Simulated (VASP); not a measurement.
Wanted: the native input for a VASP 6.6.1 run.

| Item | Value |
| --- | --- |
| Task | single point |
| Functional | PBEsol |
| Potentials or basis | VASP PAW PBE potentials, release 64 (Mg) |
| Cutoff | 520 eV |
| k mesh | 15 × 15 × 8 |
| Occupations | gaussian, width 0.1 eV |
| Spin | no spin polarisation |
| Further INCAR settings | ALGO = Normal; EDIFF = 1e-06 |

The structure of Mg lies in POSCAR:

```
Mg
1.0
    3.2093000000      0.0000000000      0.0000000000
   -1.6046500000      2.7793353300      0.0000000000
    0.0000000000      0.0000000000      5.2103000000
Mg
2
Direct
    0.3333333300      0.6666666700      0.2500000000
    0.6666666700      0.3333333300      0.7500000000
```

One way to write it, as run:

INCAR

```
PREC = Accurate
ENCUT = 520
EDIFF = 1E-6
ISMEAR = 0
SIGMA = 0.1
LREAL = F
LASPH = T
NELM = 60
ALGO = Normal
ISIF = 2
LWAVE = F
LCHARG = F
GGA = PS
```

KPOINTS

```
Automatic mesh
0
Gamma
  15 15 8
```

Potentials or basis: VASP PAW PBE potentials, release 64 (Mg).

Command:

```bash
$ cat potpaw_PBE.64/Mg/POTCAR > POTCAR
$ mpirun -np 1 vasp_std > vasp.out
```

Results of the run:

```yaml
Pressure: -1.2 GPa
Band_gap_on_the_k_mesh: none (metal or under the smearing width)
```

Caveat: the PAW data sets were made with another functional, which shifts forces and pressure a little.

It took 9.6 s on 1 thread of Intel(R) Xeon(R) Platinum 8488C (Sapphire Rapids), on a shared host, peak memory 0.18 GiB.
